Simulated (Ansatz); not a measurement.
# Si/ZnS/CoSi2: a contact from a semiconductor to a metal, part 2 of 5

Is Si/ZnS/CoSi2 a contact for electrons or for holes? The semiconductor is Si diamond(111), undoped, with its far face capped by hydrogen, and the metal is CoSi2 fluorite(111) turned by 180 degrees (type B), with ZnS zinc blende(111) between them (whole bilayers). After relaxation the nearest pair at the metal is Si–Zn at 2.46 Å, along the normal. The common net has a side of 3.854 Å, which strains the semiconductor by -0.4 %, the layer between by +0.0 % and the metal by +1.7 %, against typed lattice constants near PBE's. The first steps treat the bulk crystals alone.

Ansatz 0.2.0; PBE DFT, plane waves, PAW files (the session's first sound run).

So far: Starting point; Layer spacing of the electrode, 6 atoms.

## (3) The strained electrode, 9 atoms

System of this step: CoSi2. Symmetry: R-3m, No. 166, trigonal system. The conventional cell has a = 3.854 Å, b = 3.854 Å, c = 9.174 Å, α = 90.00°, β = 90.00°, γ = 120.00°. Nearest to Si lie 4 Co at 2.29 to 2.35 Å. Co has 8 Si at 2.29 to 2.35 Å nearest. Farther neighbours are not listed.

The electrode is held to the junction's net and relaxed along the normal; its spacing is used for the ideal lead layers.

input.yaml reads:

```yaml
crystal:
  lattice:
    - [3.854, 0.0, 0.0]
    - [-1.927, 3.3376619062, 0.0]
    - [0.0, 0.0, 9.1742135305]
  atoms:
    - { symbol: Si, position: [0.0, 0.0, 0.0] }
    - { symbol: Co, position: [0.6666666667, 0.3333333333, 0.0833333333] }
    - { symbol: Si, position: [0.3333333333, 0.6666666667, 0.1666666667] }
    - { symbol: Si, position: [0.6666666667, 0.3333333333, 0.3333333333] }
    - { symbol: Co, position: [0.3333333333, 0.6666666667, 0.4166666667] }
    - { symbol: Si, position: [0.0, 0.0, 0.5] }
    - { symbol: Si, position: [0.3333333333, 0.6666666667, 0.6666666667] }
    - { symbol: Co, position: [0.0, 0.0, 0.75] }
    - { symbol: Si, position: [0.6666666667, 0.3333333333, 0.8333333333] }
kpoints:
  mp_grid: { grid: [12, 12, 3] }
scf:
  occupations: { method: fermi_dirac, width: 0.1 }
  max_iter: 150
hamiltonian:
  xc: pbe
relax:
  f_tol: 0.01
  max_steps: 40
  cell: { fix: [a, b, angles] }
```

Run with:

```bash
ansatz run input.yaml --threads 8 --pin off --max-ram 24576MiB --backend cpu --events-out ev --progress --plain --runs-dir out
```

Numbers of over 12 decimals in the logs are rounded to 6 here.

Output:

```text
[...]
Crystal: 9 atoms, lattice volume = 118.011 Å³
Basis set: ecut = 420 eV, 2287 PW (Γ), exchange–correlation on 54×54×128 points (8 copies of the dense FFT grid, shifted against one another)
Bands: 47, of which v1, the nominal top of the filled ones, is band 38 counted from 1 (37 counted from 0)
Symmetry: 36 space group operations
[...]
k-points: 50 of 432
[...]
SCF iter   1: F=—  HF=-19197.512792 eV  |F-HF|=—  |Δ(HF+E_count)|=         —  Δρ=4.11e-3  dr2=2.13e-2  ethr=1.77e-3  ⟨swp⟩=7.3  Hψ=9869  notcnv=0  defer=7
[...]
SCF iter   8: F=-19197.512911 eV  HF=-19197.512911 eV  |F-HF|=2.97e-8  |Δ(HF+E_count)|=   6.76e-8  Δρ=6.79e-6  dr2=3.56e-8  ethr=1.33e-10  ⟨swp⟩=3.2  Hψ=9450  notcnv=0
SCF 1 converged in 8 iterations: F = -19197.512911 eV  dr2 = 3.56e-8
[...]
relax step   1: F+E_penalty+E_count = -19197.51291124 eV  Δ(F+E_penalty+E_count) = +0.000e0 eV  max|allowed force component| = 2.863e-1 eV/Å  Δτ_max = 0.0000 Å  P = -3.473 GPa  Ω = 118.011 Å³  fix = [a, b, alpha, beta, gamma]  reactions: a -6.299, b -6.299 GPa  (8 SCF iters, dr2 threshold 1.00e-7 eV, accepted)
Crystal: 9 atoms, lattice volume = 118.045 Å³
[...]
SCF iter   6: F=-19197.526105 eV  HF=-19197.526105 eV  |F-HF|=4.73e-10  |Δ(HF+E_count)|=   1.29e-9  Δρ=1.32e-6  dr2=2.06e-9  ethr=2.09e-11  ⟨swp⟩=1.8  Hψ=6408  notcnv=0
SCF 2 converged in 6 iterations: F = -19197.526105 eV  dr2 = 2.06e-9
relax step   2: F+E_penalty+E_count = -19197.52610456 eV  Δ(F+E_penalty+E_count) = -1.319e-2 eV  max|allowed force component| = 1.758e-1 eV/Å  Δτ_max = 0.0093 Å  P = -3.592 GPa  Ω = 118.045 Å³  energy of the carried Pulay correction = -1.464e-5 eV  fix = [a, b, alpha, beta, gamma]  reactions: a -6.012, b -6.012 GPa  (6 SCF iters, dr2 threshold 9.00e-7 eV, accepted)
Crystal: 9 atoms, lattice volume = 117.977 Å³
[...]
SCF iter   6: F=-19197.534232 eV  HF=-19197.534232 eV  |F-HF|=1.29e-9  |Δ(HF+E_count)|=  1.24e-10  Δρ=2.14e-6  dr2=5.97e-9  ethr=5.50e-11  ⟨swp⟩=1.9  Hψ=7038  notcnv=0
SCF 3 converged in 6 iterations: F = -19197.534232 eV  dr2 = 5.97e-9
relax step   3: F+E_penalty+E_count = -19197.53423209 eV  Δ(F+E_penalty+E_count) = -8.128e-3 eV  max|allowed force component| = 2.422e-3 eV/Å  Δτ_max = 0.0158 Å  P = -3.553 GPa  Ω = 117.977 Å³  energy of the carried Pulay correction = +1.460e-5 eV  fix = [a, b, alpha, beta, gamma]  reactions: a -5.427, b -5.427 GPa  (6 SCF iters, dr2 threshold 9.00e-7 eV, accepted)
[...]
relax step   4: F+E_penalty+E_count = -19197.53422469 eV  Δ(F+E_penalty+E_count) = +7.405e-6 eV  max|allowed force component| = 2.703e-5 eV/Å  Δτ_max = 0.0004 Å  P = -3.682 GPa  Ω = 118.069 Å³  energy of the carried Pulay correction = -2.465e-5 eV  fix = [a, b, alpha, beta, gamma]  reactions: a -5.488, b -5.488 GPa  (6 SCF iters, dr2 threshold 9.32e-8 eV, accepted)
[...]
relax step   5: F+E_penalty+E_count = -19197.53424245 eV  Δ(F+E_penalty+E_count) = -1.776e-5 eV  max|allowed force component| = 2.289e-4 eV/Å  Δτ_max = 0.0002 Å  P = -3.643 GPa  Ω = 118.041 Å³  energy of the carried Pulay correction = -1.262e-5 eV  fix = [a, b, alpha, beta, gamma]  reactions: a -5.466, b -5.466 GPa  (6 SCF iters, dr2 threshold 1.25e-8 eV, accepted)
[...]
SCF iter   1: F=—  HF=-19197.534283 eV  |F-HF|=—  |Δ(HF+E_count)|=         —  Δρ=2.31e-6  dr2=2.54e-9  ethr=4.54e-6  ⟨swp⟩=2.9  Hψ=14688  notcnv=0
eigensolver tolerance schedule: the retry pair's looser diagonalisation over-reported the residual by 1341736.78 of it (diagonalisation noise at an unbounded share of the residual, at the tolerance the schedule requests for it); recorded, not acted on — ethr = c·dr2/N_el stays at c = 1.0e-1
SCF iter   2: F=—  HF=-19197.534251 eV  |F-HF|=—  |Δ(HF+E_count)|=   3.24e-5  Δρ=2.02e-6  dr2=1.69e-9  ethr=3.38e-12  ⟨swp⟩=4.2  Hψ=7219  notcnv=0
[...]
SCF iter   8: F=-19197.534251 eV  HF=-19197.534251 eV  |F-HF|=0.00e0  |Δ(HF+E_count)|=    0.00e0  Δρ=2.08e-8  dr2=1.95e-13  ethr=1.00e-12  ⟨swp⟩=1.2  Hψ=4914  notcnv=0
SCF 6 converged in 8 iterations: F = -19197.534251 eV  dr2 = 1.95e-13
relax step   6: F+E_penalty+E_count = -19197.53425093 eV  Δ(F+E_penalty+E_count) = -8.481e-6 eV  max|allowed force component| = 2.288e-4 eV/Å  Δτ_max = 0.0000 Å  P = -3.643 GPa  Ω = 118.041 Å³  fix = [a, b, alpha, beta, gamma]  reactions: a -5.466, b -5.466 GPa  stress off target by 4.34e-3 GPa on what of the cell is left free  SCF on the basis re-selected at this cell (its energy is not comparable with the rows above)  (8 SCF iters)
basis re-selected at this cell: Δ(F+E_penalty+E_count) = -8.481e-6 eV, ΔP = -0.000 GPa vs the last step (what re-selecting the basis moved, of the pressure what is left beyond the Pulay correction that the steps carried, after the strain that the cell walked since its last selection, with what the two solves' SCF thresholds leave and, on support functions, any second-order correction that the steps lacked; it is no m [...]
SCF converged after 8 iterations
Free energy (F): -19197.534251 eV
[...]
Internal energy: -19197.433557 eV  (E = F + TS)
E sigma→0 (E₀):  -19197.483904 eV
Entropy (-TS):   -0.100694 eV (-11.188 meV/atom)
Fermi energy:    12.491205 eV
[...]
--- Forces (eV/Å), atoms counted from 1 ---
  atom   1  Si     0.00000000     0.00000000    -0.00022881
  atom   2  Co     0.00000000     0.00000000    -0.00000000
  atom   3  Si    -0.00000000    -0.00000000     0.00022881
  atom   4  Si    -0.00000000     0.00000000    -0.00022881
  atom   5  Co     0.00000000     0.00000000     0.00000000
  atom   6  Si    -0.00000000    -0.00000000     0.00022881
  atom   7  Si     0.00000000     0.00000000    -0.00022881
  atom   8  Co    -0.00000000     0.00000000     0.00000000
  atom   9  Si    -0.00000000    -0.00000000     0.00022881
  max |Σ_I F_I| component: 8.64e-17 eV/Å
--- Stress (GPa, compression-positive) ---
       -5.466335       0.000000      -0.000000
        0.000000      -5.466335      -0.000000
       -0.000000      -0.000000       0.004343
  P = ⅓ Tr σ = -3.6428 GPa (-36.428 kbar)
--- Relaxed structure (5 steps of the walk, 5 accepted, 1 SCFs on fresh bases) ---
[...]
cell:  # Å, volume = 118.0406 Å³
    - [3.854000, 0, 0]
    - [-1.927000, 3.337662, 0]
    - [0, 0, 9.176507]
  atoms:
    - { symbol: Si, position: [8.251403518377181e-19, 0, 0.0027039] }
    - { symbol: Co, position: [0.666667, 0.333333, 0.083333] }
    - { symbol: Si, position: [0.333333, 0.666667, 0.163963] }
    - { symbol: Si, position: [0.666667, 0.333333, 0.336037] }
    - { symbol: Co, position: [0.333333, 0.666667, 0.416667] }
    - { symbol: Si, position: [-8.251403518377182e-19, 0, 0.497296] }
    - { symbol: Si, position: [0.333333, 0.666667, 0.669371] }
    - { symbol: Co, position: [0, 0, 0.75] }
    - { symbol: Si, position: [0.666667, 0.333333, 0.830629] }
```

Wall time 12 s (8 threads of Arm Neoverse V2, shared host); peak memory 0.73 GiB.

This run has no spin polarisation, although Co can carry a moment.

Relaxation path:

| step | energy less that of the first step (eV) | largest force component (eV/Å) | pressure (GPa) | volume (Å³) |
| --- | --- | --- | --- | --- |
| 1 | 0.0000 | 0.2863 | -3.47 | 118.01 |
| 2 | -0.0132 | 0.1758 | -3.59 | 118.05 |
| 3 | -0.0213 | 0.0024 | -3.55 | 117.98 |
| 4 | -0.0213 | 0.0000 | -3.68 | 118.07 |
| 5 | -0.0213 | 0.0002 | -3.64 | 118.04 |
| 6* | -0.0213 | 0.0002 | -3.64 | 118.04 |

Relaxation steps marked * repeat the geometry before them on a plane-wave basis chosen anew for their cell, so energy and pressure can jump there.

Forces are held to the 36 operations that the run works with; a distortion that breaks them can't arise in this run.

| conventional cell, symmetrised | before | after | change |
| --- | --- | --- | --- |
| a (Å) | 3.854 | 3.854 | +0.0 % |
| b (Å) | 3.854 | 3.854 | +0.0 % |
| c (Å) | 9.174 | 9.177 | +0.0 % |
| volume (Å³/atom) | 13.11 | 13.12 | +0.0 % |

The atoms that moved most (Å, as changes of fractional coordinates times the final cell):

| atom | dx | dy | dz | length |
| --- | --- | --- | --- | --- |
| Si3 | 0.000 | 0.000 | -0.025 | 0.025 |
| Si1 | 0.000 | 0.000 | 0.025 | 0.025 |
| Si4 | 0.000 | 0.000 | 0.025 | 0.025 |
| Si6 | 0.000 | 0.000 | -0.025 | 0.025 |
| Si7 | 0.000 | 0.000 | 0.025 | 0.025 |
| Si9 | 0.000 | 0.000 | -0.025 | 0.025 |

This step gave:

- free energy: -19197.5343 eV
- Fermi energy: 12.49 eV
- pressure: -3.643 GPa

The relaxation ends with a largest force component of 2.3e-4 eV/Å.

## (4) Relaxation

System of this step: Si/ZnS/CoSi2. The cell holds 18 atoms: 9 Si, 3 S, 3 Zn, 2 Co and 1 H. Its edges and angles: a = 3.854 Å, b = 3.854 Å, c = 38.616 Å, α = 90.0°, β = 90.0°, γ = 120.0°. Vacuum lies along c.

The bonds at the contact set its dipole, and with it the barrier heights, so the interface is relaxed first in a short slab. The dipole correction removes the field between the unlike outer faces.

input.yaml reads:

```yaml
crystal:
  lattice:
    - [3.854, 0.0, 0.0]
    - [-1.927, 3.3376619062, 0.0]
    - [0.0, 0.0, 38.6155822227]
  atoms:
    - { symbol: Si, position: [0.0, 0.0, 0.2071702546] }
    - { symbol: Si, position: [0.33333333, 0.66666667, 0.2276673926] }
    - { symbol: Si, position: [0.33333333, 0.66666667, 0.2891588067] }
    - { symbol: Si, position: [0.66666667, 0.33333333, 0.3096559448] }
    - { symbol: Si, position: [0.66666667, 0.33333333, 0.3711473589] }
    - { symbol: Si, position: [0.0, 0.0, 0.3916444969] }
    - { symbol: S, position: [0.0, 0.0, 0.4488752798] }
    - { symbol: Zn, position: [0.33333333, 0.66666667, 0.4692453324] }
    - { symbol: S, position: [0.33333333, 0.66666667, 0.5303554903] }
    - { symbol: Zn, position: [0.66666667, 0.33333333, 0.5507255429] }
    - { symbol: S, position: [0.66666667, 0.33333333, 0.6118357008] }
    - { symbol: Zn, position: [0.0, 0.0, 0.6322057534] }
    - { symbol: Si, position: [0.0, 0.0, 0.6938389041] }
    - { symbol: Co, position: [0.66666667, 0.33333333, 0.7136370724] }
    - { symbol: Si, position: [0.33333333, 0.66666667, 0.7334352406] }
    - { symbol: Si, position: [0.66666667, 0.33333333, 0.7730315772] }
    - { symbol: Co, position: [0.33333333, 0.66666667, 0.7928297454] }
    - { symbol: H, position: [0.0, 0.0, 0.1683258318] }
kpoints:
  mp_grid: { grid: [8, 8, 1] }
scf:
  occupations: { method: fermi_dirac, width: 0.1 }
  max_iter: 150
hamiltonian:
  xc: pbe
efield:
  axis: 3
  dipole_correction: true
relax:
  f_tol: 0.04
  max_steps: 60
output:
  forces: true
```

Output:

```text
[...]
Crystal: 18 atoms, lattice volume = 496.726 Å³
Basis set: ecut = 420 eV, 9741 PW (Γ), exchange–correlation on 54×54×540 points (8 copies of the dense FFT grid, shifted against one another)
Bands: 81, of which v1, the nominal top of the filled ones, is band 63 counted from 1 (62 counted from 0)
Symmetry: 6 space group operations
[...]
k-points: 10 of 64 (time reversal used)
[...]
SCF iter   1: F=—  HF=-28657.156418 eV  |F-HF|=—  |Δ(HF+E_count)|=         —  Δρ=4.76e-3  dr2=2.04e0  ethr=1.77e-3  p=-0.021 e·Å  D=-7.71e-3 V/Å  ΔV_dip=0.30 eV  dr2_dipole=1.32e0  V_vac-E_F(+/−)=3.82/3.51 eV  ⟨swp⟩=9.0  Hψ=4224  notcnv=0  defer=6
efield: sawtooth ramp at fractional position 0.9306 (placed from the atoms, in the widest stretch of the axis that holds none; the zero of the levels goes with the place), width 0.1000; the density the first Hamiltonian is built on has a dipole p = -0.021 e·Å; the dipole correction subtracts the counter field D = -7.71e-3 V/Å, which shifts the + side's vacuum level by +0.30 eV against the − side's; the planar-averaged density in the ramp window peaks in size at 5.6e-5 e/Å³
[...]
SCF iter   2: F=—  HF=-28657.173141 eV  |F-HF|=—  |Δ(HF+E_count)|=   1.67e-2  Δρ=4.11e-3  dr2=6.40e-1  ethr=1.63e-3  p=0.041 e·Å  D=1.48e-2 V/Å  ΔV_dip=-0.57 eV  dr2_dipole=2.95e-2  V_vac-E_F(+/−)=3.89/4.46 eV  ⟨swp⟩=3.0  Hψ=1210  notcnv=0  defer=16
[...]
SCF iter   7: F=-28657.115213 eV  HF=-28657.115212 eV  |F-HF|=6.22e-7  |Δ(HF+E_count)|=   2.96e-5  Δρ=4.87e-5  dr2=1.40e-5  ethr=3.20e-8  p=-0.014 e·Å  D=-5.01e-3 V/Å  ΔV_dip=0.19 eV  dr2_dipole=6.21e-7  V_vac-E_F(+/−)=3.88/3.69 eV  ⟨swp⟩=4.4  Hψ=2651  notcnv=0
WARN: efield: at this solve's end the planar-averaged density reaches 1.46e-5 e/Å³ inside the ramp window [0.9047, 0.0565] (bound 1e-5 e/Å³), and -4.56e-6 e/Å³ on another of its planes; by the running means of the window's planes the mean density over a ramp is at most 1.31e-5 e/Å³, which is held to the bound (the quickstart, § The vacuum guard, A window that rings); the window's nearer edge stands 4.32 Å from this s [...]
SCF 1 converged in 7 iterations: F = -28657.115213 eV  dr2 = 1.40e-5
[...]
relax step   1: F+E_penalty+E_count = -28657.11521291 eV  Δ(F+E_penalty+E_count) = +0.000e0 eV  max|allowed force component| = 1.433e0 eV/Å  Δτ_max = 0.0000 Å  (7 SCF iters, dr2 threshold 4.00e-5 eV, accepted)
[...]
SCF iter   1: F=—  HF=-28657.464826 eV  |F-HF|=—  |Δ(HF+E_count)|=         —  Δρ=1.24e-2  dr2=1.38e0  ethr=1.10e-3  p=-0.014 e·Å  D=-5.01e-3 V/Å  ΔV_dip=0.19 eV  dr2_dipole=3.45e-1  V_vac-E_F(+/−)=3.90/3.71 eV  ⟨swp⟩=1.0  Hψ=3113  notcnv=0  defer=15
efield: sawtooth ramp at fractional position 0.9306 (handed on by an earlier solve), width 0.1000; the density the first Hamiltonian is built on has a dipole p = -0.014 e·Å; the dipole correction subtracts the counter field D = -5.01e-3 V/Å, which shifts the + side's vacuum level by +0.19 eV against the − side's; the planar-averaged density in the ramp window peaks in size at 1.5e-5 e/Å³
[...]
SCF iter   2: F=—  HF=-28657.461541 eV  |F-HF|=—  |Δ(HF+E_count)|=   3.28e-3  Δρ=1.04e-2  dr2=6.45e-1  ethr=1.10e-3  p=-0.031 e·Å  D=-1.12e-2 V/Å  ΔV_dip=0.43 eV  dr2_dipole=7.30e-4  V_vac-E_F(+/−)=3.80/3.36 eV  ⟨swp⟩=3.3  Hψ=1578  notcnv=0  defer=15
[...]
SCF iter   7: F=-28657.401410 eV  HF=-28657.401444 eV  |F-HF|=3.41e-5  |Δ(HF+E_count)|=   2.31e-5  Δρ=4.34e-5  dr2=1.98e-5  ethr=8.00e-8  p=-0.012 e·Å  D=-4.47e-3 V/Å  ΔV_dip=0.17 eV  dr2_dipole=2.22e-5  V_vac-E_F(+/−)=3.95/3.77 eV  ⟨swp⟩=3.2  Hψ=2984  notcnv=0
SCF 2 converged in 7 iterations: F = -28657.401410 eV  dr2 = 1.98e-5
relax step   2: F+E_penalty+E_count = -28657.40140983 eV  Δ(F+E_penalty+E_count) = -2.862e-1 eV  max|allowed force component| = 6.546e-1 eV/Å  Δτ_max = 0.1070 Å  (7 SCF iters, dr2 threshold 1.00e-4 eV, accepted)
[...]
SCF iter   8: F=-28657.461068 eV  HF=-28657.461070 eV  |F-HF|=2.02e-6  |Δ(HF+E_count)|=   9.66e-7  Δρ=3.72e-5  dr2=8.12e-6  ethr=2.14e-8  p=-0.020 e·Å  D=-7.20e-3 V/Å  ΔV_dip=0.28 eV  dr2_dipole=8.56e-9  V_vac-E_F(+/−)=4.05/3.78 eV  ⟨swp⟩=4.1  Hψ=2527  notcnv=0
SCF 3 converged in 8 iterations: F = -28657.461068 eV  dr2 = 8.12e-6
relax step   3: F+E_penalty+E_count = -28657.46106798 eV  Δ(F+E_penalty+E_count) = -5.966e-2 eV  max|allowed force component| = 1.811e-1 eV/Å  Δτ_max = 0.1141 Å  (8 SCF iters, dr2 threshold 2.68e-5 eV, accepted)
[...]
relax step   4: F+E_penalty+E_count = -28657.46496753 eV  Δ(F+E_penalty+E_count) = -3.900e-3 eV  max|allowed force component| = 2.225e-2 eV/Å  Δτ_max = 0.0284 Å  (7 SCF iters, dr2 threshold 2.51e-6 eV, accepted)
[...]
SCF iter   4: F=-28657.464969 eV  HF=-28657.464969 eV  |F-HF|=2.40e-8  |Δ(HF+E_count)|=   3.08e-9  Δρ=1.88e-6  dr2=1.99e-8  ethr=8.00e-11  p=-0.019 e·Å  D=-6.80e-3 V/Å  ΔV_dip=0.26 eV  dr2_dipole=1.84e-9  V_vac-E_F(+/−)=4.05/3.79 eV  ⟨swp⟩=3.3  Hψ=2979  notcnv=0
SCF 5 converged in 4 iterations: F = -28657.464969 eV  dr2 = 1.99e-8
relax step   5: F+E_penalty+E_count = -28657.46496885 eV  Δ(F+E_penalty+E_count) = -1.312e-6 eV  max|allowed force component| = 2.221e-2 eV/Å  Δτ_max = 0.0000 Å  (4 SCF iters, accepted)
SCF converged after 4 iterations
Free energy (F): -28657.464969 eV
[...]
Internal energy: -28657.349274 eV  (E = F + TS)
E sigma→0 (E₀):  -28657.407122 eV
Entropy (-TS):   -0.115695 eV (-6.427 meV/atom)
Fermi energy:    3.794783 eV
Dipole field:    D = -0.006766 V/Å  (p = -0.018572 e·Å, saw-weighted, corrected)
Work function:   Φ+ = 4.0487 eV   Φ− = 3.7875 eV
Levels:          The Fermi level and band energies are counted from a zero that moves with the ramp; work functions are not
[...]
--- Forces (eV/Å), atoms counted from 1 ---
  atom   1  Si     0.00000000    -0.00000000    -0.01999115
  atom   2  Si    -0.00000000     0.00000000     0.00969248
  atom   3  Si     0.00000000    -0.00000000     0.00391090
  atom   4  Si    -0.00000000     0.00000000     0.00202125
  atom   5  Si     0.00000000    -0.00000000    -0.00400491
  atom   6  Si    -0.00000000     0.00000000     0.01629526
  atom   7  S      0.00000000    -0.00000000    -0.01901623
  atom   8  Zn     0.00000000     0.00000000     0.01674104
  atom   9  S      0.00000000    -0.00000000    -0.01513553
  atom  10  Zn     0.00000000     0.00000000     0.01006210
  atom  11  S      0.00000000    -0.00000000    -0.00794806
  atom  12  Zn     0.00000000     0.00000000     0.02072070
  atom  13  Si    -0.00000000    -0.00000000    -0.02003115
  atom  14  Co     0.00000000    -0.00000000    -0.01654371
  atom  15  Si     0.00000000    -0.00000000     0.00369446
  atom  16  Si     0.00000000     0.00000000     0.02220624
  atom  17  Co     0.00000000     0.00000000    -0.00115896
  atom  18  H      0.00000000     0.00000000    -0.00164215
  max |Σ_I F_I| component: 1.27e-4 eV/Å
--- Relaxed structure (5 steps of the walk, 5 accepted, 0 SCFs on fresh bases) ---
  F+E_penalty+E_count = -28657.46496885 eV   max|allowed force component| = 2.221e-2 eV/Å
  atoms:
    - { symbol: Si, position: [4.224557141818204e-18, 0, 0.209722] }
    - { symbol: Si, position: [0.333333, 0.666667, 0.229344] }
    - { symbol: Si, position: [0.333333, 0.666667, 0.290514] }
    - { symbol: Si, position: [0.666667, 0.333333, 0.310124] }
    - { symbol: Si, position: [0.666667, 0.333333, 0.371205] }
    - { symbol: Si, position: [-4.32796927224409e-18, 0, 0.389030] }
    - { symbol: S, position: [-2.0869694097391912e-18, 0, 0.447614] }
    - { symbol: Zn, position: [0.333333, 0.666667, 0.469547] }
    - { symbol: S, position: [0.333333, 0.666667, 0.528807] }
    - { symbol: Zn, position: [0.666667, 0.333333, 0.551255] }
    - { symbol: S, position: [0.666667, 0.333333, 0.610550] }
    - { symbol: Zn, position: [2.5831149984599345e-18, 0, 0.633766] }
    - { symbol: Si, position: [5.9141375183735205e-18, 0, 0.697412] }
    - { symbol: Co, position: [0.666667, 0.333333, 0.713419] }
    - { symbol: Si, position: [0.333333, 0.666667, 0.730869] }
    - { symbol: Si, position: [0.666667, 0.333333, 0.773014] }
    - { symbol: Co, position: [0.333333, 0.666667, 0.787838] }
    - { symbol: H, position: [4.021110890244721e-18, 0, 0.170755] }
```

It took 21 s on 8 threads; peak memory 1.8 GiB; 2.7 min of CPU time.

This run has no spin polarisation although its electron count is odd.

The steps of the relaxation:

| step | energy less that of the first step (eV) | largest force component (eV/Å) |
| --- | --- | --- |
| 1 | 0.0000 | 1.4332 |
| 2 | -0.2862 | 0.6546 |
| 3 | -0.3459 | 0.1811 |
| 4 | -0.3498 | 0.0222 |
| 5 | -0.3498 | 0.0222 |

Forces are held to the 6 operations that the run works with; a distortion that breaks them can't arise in this run.

The atoms that moved most (Å):

| atom | dx | dy | dz | length |
| --- | --- | --- | --- | --- |
| Co17 | 0.000 | 0.000 | -0.193 | 0.193 |
| Si13 | 0.000 | 0.000 | 0.138 | 0.138 |
| Si6 | 0.000 | 0.000 | -0.101 | 0.101 |
| Si15 | 0.000 | 0.000 | -0.099 | 0.099 |
| Si1 | 0.000 | 0.000 | 0.099 | 0.099 |
| H18 | 0.000 | 0.000 | 0.094 | 0.094 |
| Si2 | 0.000 | 0.000 | 0.065 | 0.065 |
| Zn12 | 0.000 | 0.000 | 0.060 | 0.060 |

Numbers from this step:

| Quantity | Value |
| --- | --- |
| free energy | -28657.4650 eV |
| Fermi energy | 3.795 eV |

The largest force component on a free atom ends at 0.022 eV/Å. At one or more of this run's solves the program warned of density in the dipole ramp over its bound, where dipole, forces and levels can be off.

[end of part 2 of 5]

[Logs are printed without paths, hosts, clocks, repeated set-up lines and the standing remarks that a program may print on its own settings, such as how far it seeks lower states.]

[Hosts, paths, dates, database ids (printed as entryN), source tags and the programs' standing remarks are cut or masked in the printed files.]
